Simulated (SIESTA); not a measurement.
Crystal: BN.

```
N B
1.0
     0.00000    1.81300    1.81300
     1.81300    0.00000    1.81300
     1.81300    1.81300    0.00000
N B
1 1
Direct
  0.25000 0.25000 0.25000
  0.00000 0.00000 0.00000
```

The cell is a database's computed one.

Base run:

| Quantity | Value |
| --- | --- |
| Program | SIESTA 5.4.2 |
| Functional | PBE |
| Potentials or basis | PseudoDojo 0.4 standard (PBE files) |
| Basis | DZP (energy shift 0.003 Ry) |
| Grid cutoff | 800 Ry |
| Energy shift | 0.003 Ry |
| k mesh | 13 × 13 × 13 |
| Occupations | fermi-dirac, width 0.05 eV |
| Spin | no spin polarisation |

Its results: band gap on the k mesh 4.64 eV, indirect (least direct gap 8.84 eV); pressure 2.6 GPa.

Q: After a change of settings the same cell gave: band gap on the k mesh 4.82 eV, indirect (least direct gap 8.92 eV); pressure 11.5 GPa. Which change was it?
A. basis from DZP (energy shift 0.003 Ry) to SZ (energy shift 0.003 Ry)
B. basis from DZP (energy shift 0.003 Ry) to DZ (energy shift 0.003 Ry)
C. basis from DZP (energy shift 0.003 Ry) to SZP (energy shift 0.003 Ry)
D. basis from DZP (energy shift 0.003 Ry) to DZDP (energy shift 0.003 Ry)

A: C.

Caveats: the basis of atomic orbitals isn't converged, which shifts pressures, moduli and gaps.
